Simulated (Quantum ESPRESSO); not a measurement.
Os:

```
CELL_PARAMETERS angstrom
2.73410 0.00000 0.00000
-1.36705 2.36780 0.00000
0.00000 0.00000 4.31970
ATOMIC_POSITIONS crystal
Os 0.66667 0.33333 0.75000
Os 0.33333 0.66667 0.25000
```

Base run:

| Quantity | Value |
| --- | --- |
| Program | Quantum ESPRESSO 7.5 |
| Functional | PBEsol |
| Potentials or basis | SG15 PBE 1.2 |
| Cutoff | 952 eV |
| Density cutoff | 3810 eV |
| k mesh | 11 × 11 × 6 |
| Occupations | fermi-dirac, width 0.05 eV |
| Spin | no spin polarisation |

Its results: band gap on the k mesh none (metal or under the smearing width); pressure -2.0 GPa.

Q: The run is repeated on the same cell with these changes: functional from PBEsol to AM05. What comes out?

A: Band gap on the k mesh none (metal or under the smearing width); pressure -4.8 GPa.

Caveats: the potentials were made for another functional, which shifts forces and pressure.

Not every run made on this cell is shown here.
